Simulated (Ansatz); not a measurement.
Crystal: MgB2.

```
CELL_PARAMETERS angstrom
3.08500 0.00000 0.00000
-1.54250 2.67169 0.00000
0.00000 0.00000 3.52300
ATOMIC_POSITIONS crystal
Mg 0.00000 0.00000 0.00000
B 0.66667 0.33333 0.50000
B 0.33333 0.66667 0.50000
```

* Program: Ansatz 0.2.0
* Task: relaxation of cell and atoms
* Functional: LDA
* Potentials or basis: Ansatz PAW
* Cutoff: 420 eV (not typed: the program's choice for these potentials)
* k mesh: 10 × 10 × 8
* Occupations: fermi-dirac, width 0.05 eV
* Spin: no spin polarisation

At the start: volume 9.68 Å³/atom.

Task: How do energy, volume and symmetry change on relaxing?

Result: It ends after 7 steps and the volume is 9.18 Å³/atom (-5.1 %); space group P6/mmm (No. 191, to 0.05 Å).

The path:
```
step  energy change (eV)  largest force (eV/Å)  volume (Å³)
   1              0.0000                0.0000        29.04
   2             -0.0330                0.0000        28.01
   3             -0.0371                0.0000        27.53
   4             -0.0371                0.0000        27.56
   5             -0.0356                0.0000        27.56
   6             -0.0357                0.0000        27.55
   7             -0.0356                0.0000        27.55
```

Final structure:
```cif
data_structure
_symmetry_space_group_name_H-M 'P 1'
_symmetry_Int_Tables_number 1
_cell_length_a 3.0418
_cell_length_b 3.0418
_cell_length_c 3.4383
_cell_angle_alpha 90.000
_cell_angle_beta 90.000
_cell_angle_gamma 120.000
_cell_volume 27.55
loop_
_atom_site_label
_atom_site_type_symbol
_atom_site_fract_x
_atom_site_fract_y
_atom_site_fract_z
_atom_site_occupancy
Mg1 Mg 0.00000 0.00000 0.00000 1
B1 B 0.66667 0.33333 0.50000 1
B2 B 0.33333 0.66667 0.50000 1
```

Caveat: the plane-wave basis is chosen anew once the cell has moved, so the energies of steps on either side of that aren't comparable; the PAW data sets come from PBE, with cores solved anew for the run's functional, which leaves a small shift of forces and pressure.
